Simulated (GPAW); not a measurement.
Runs of GPAW 26.7.0 on SrCl2. It takes space group Fm-3m (No. 225, cubic). Conventional cell: a = 6.977 Å, b = 6.977 Å, c = 6.977 Å, α = 90.00°, β = 90.00°, γ = 90.00°. Around Sr (site symmetry m-3m) lie 8 Cl at 3.02 Å. Cl (site symmetry -43m) has 4 Sr at 3.02 Å as nearest neighbours. 

| task | level | potentials or basis | k mesh | band path | band points | gap on the mesh (eV) | pressure (GPa) |
| --- | --- | --- | --- | --- | --- | --- | --- |
| band structure | r2SCAN | GPAW PAW data sets (gpaw-data 1.2.1), pw | 7 × 7 × 7 | GXWKGLUWLK,UX | 100 | (a) | (b) |
| single point | PBEsol | PAW data sets generated in the run's folder for this functional, pw | 7 × 7 × 7 | - | - | 5.18 | -1.0 |
| band structure | PBE | GPAW PAW data sets (gpaw-data 1.2.1), pw | 7 × 7 × 7 | GXWKGLUWLK,UX | 100 | 5.38 | 1.1 |
| single point | TB-mBJ | GPAW PAW data sets for LDA (gpaw-data 1.2.1), pw | 8 × 8 × 8 | - | - | 7.40 | - |
| band structure | LDA | the program's PAW data sets (release 1.2.1) made for this functional, pw | 7 × 7 × 7 | GXWKGLUWLK,UX | 100 | 4.92 | -2.8 |
| band structure | PBEsol | PAW data sets generated in the run's folder for this functional, pw | 7 × 7 × 7 | GXWKGLUWLK,UX | 100 | 5.18 | -1.0 |

Alike in all rows: no spin polarisation; cell as given; cutoff (eV) 600; smearing fermi-dirac 0.05 eV.

Problem. Fill in the values left out.

Solution. (a) 6.01; (b) 0.3.

Caveats: the PAW data sets were made with another functional, which shifts forces and pressure a little (some runs); an odd mesh through Γ misses points on the zone boundary, where band edges often lie (some runs); a model potential gives levels but no total energy (some runs).

A k mesh can miss the band edges, and the runs leave out spin-orbit coupling on Sr.
